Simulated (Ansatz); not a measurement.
# Pressure against volume in In

The cell was found from a structure generator's guess, not taken from experiment.

All numbers below come from DFT PBE, scalar-relativistic, plane waves, PAW (Ansatz 0.2.0). Cutoff 420 eV, Γ-centred 10×10×10 mesh (3-atom cell), Gaussian smearing of 0.10 eV, no spin polarisation.

```
In
1.0
     4.50196    0.00000    0.00000
     0.00000    4.50196    0.00000
     0.00000    0.00000    4.50196
In
3
Direct
  0.50000 0.00000 0.00000
  0.00000 0.50000 0.00000
  0.00000 0.00000 0.50000
```

The cell was set to several volumes, with shape and atoms relaxed at each where symmetry leaves them free. Pressure is positive in compression, and energies count from the lowest row. No row has a gap on its mesh.

```
row  V (Å³/atom)  P (GPa)  ΔE (meV/atom)
  1       26.765     5.23           51.9
  2       27.677     3.56           26.9
  3       28.590        ?              ?
  4       29.502     0.94            2.5
  5       30.415     0.00            0.0
  6       31.327    -0.78            2.3
  7       32.240    -1.45            8.7
  8       33.456    -2.16           22.6
```

Question: Find B = −V·ΔP/ΔV from rows 4 and 6 and from rows 1 and 2, and from the two its slope B′ and its value B0 at zero pressure.

Answer: Rows 4 and 6 give −(29.502 + 31.327)/2 × (-0.78 − (0.94))/(31.327 − 29.502) = 28.7 GPa at a mean pressure of 0.08 GPa. Rows 1 and 2 give −(26.765 + 27.677)/2 × (3.56 − (5.23))/(27.677 − 26.765) = 49.8 GPa at a mean pressure of 4.40 GPa. So B′ = (49.8 − 28.7)/(4.40 − (0.08)) = 4.88 and B0 = 28.7 − 4.88 × (0.08) = 28.3 GPa. A third-order Birch–Murnaghan fit to all the energies gives B0 = 29.1 GPa and B′ = 5.6.

Question: Estimate the pressure and energy of row 3.

Answer: From row 5, V0 = 30.415 × (1 + (0.00)/28.3) = 30.415 Å³/atom. Murnaghan's form P = (B0/B′)·[(V0/V)^B′ − 1] gives (28.3/4.88) × [(30.415/28.590)^4.88 − 1] = 2.04 GPa; the computed pressure is 2.11 GPa, so the estimate is off by -0.07 GPa. The work of compression from row 4, with the mean of the two pressures, gives ΔE = 2.5 + (2.04 + 0.94)/2 × (29.502 − 28.590)/160.2 × 1000 = 11.0 meV/atom (1 eV/Å³ = 160.2 GPa); the computed value is 10.9 meV/atom.

All volumes keep the k mesh of the relaxed cell. A later test with randomly moved atoms came back to the same energy, though modes that don't fit the test's cell weren't probed.
